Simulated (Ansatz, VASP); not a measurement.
**One calculation of Pb, two programs**

Contents of INCAR:

```
ALGO = Normal
EDIFF = 1E-6
ENCUT = 520
GGA = PS
ISIF = 2
ISMEAR = -1
LASPH = T
LCHARG = F
LREAL = F
LWAVE = F
NBANDS = 13
NELM = 80
PREC = Accurate
SIGMA = 0.1
```

KPOINTS

```
k-points
0
Gamma
  18 18 18
```

The input POSCAR:

```
Pb
1.0
    0.0000000000      2.4635120648      2.4635120648
    2.4635120648      0.0000000000      2.4635120648
    2.4635120648      2.4635120648      0.0000000000
Pb
1
Direct
    0.0000000000      0.0000000000      0.0000000000
```

Input for Ansatz:

```yaml
crystal:
  lattice:
    - [0.0, 2.4635120648, 2.4635120648]
    - [2.4635120648, 0.0, 2.4635120648]
    - [2.4635120648, 2.4635120648, 0.0]
  atoms:
    - { symbol: Pb, position: [0.0, 0.0, 0.0] }
hamiltonian:
  xc: pbesol
  pseudopotentials:
    kind: paw
    azcp:
      Pb: "pseudopotentials/Pb.paw.azcp"
basis:
  ecutwfc: 420
  fft_grid_basis: typed
kpoints:
  mp_grid: { grid: [18, 18, 18], shift: [0, 0, 0] }
magnetization:
  spin_polarized: false
scf:
  occupations: { method: fermi_dirac, width: 0.1 }
output:
  stress: true
```

Alike in both runs: task single point; functional PBEsol; k mesh 18 × 18 × 18; occupations fermi-dirac, width 0.1 eV; no spin polarisation.

```csv
,VASP,Ansatz
version,VASP 6.6.1,Ansatz 0.2.0
potentials or method,"VASP PAW PBE potentials, release 64 (Pb_d)","plane waves (420 eV) with PAW, scalar-relativistic"
plane-wave cutoff (eV),520,420
valence electrons in the cell,14,14
```

|  | VASP | Ansatz | Ansatz less VASP |
| --- | --- | --- | --- |
| pressure (GPa) | 0.1 | 0.2 | +0.09 |

The functional is the same, so the differences come from potentials, cutoffs and numerics. Ansatz warned: «pseudo_functional_mismatch».

Caveats: the PAW data sets were made with another functional, which shifts forces and pressure a little (VASP). The runs have no spin-orbit coupling, so splittings on Pb are missing.
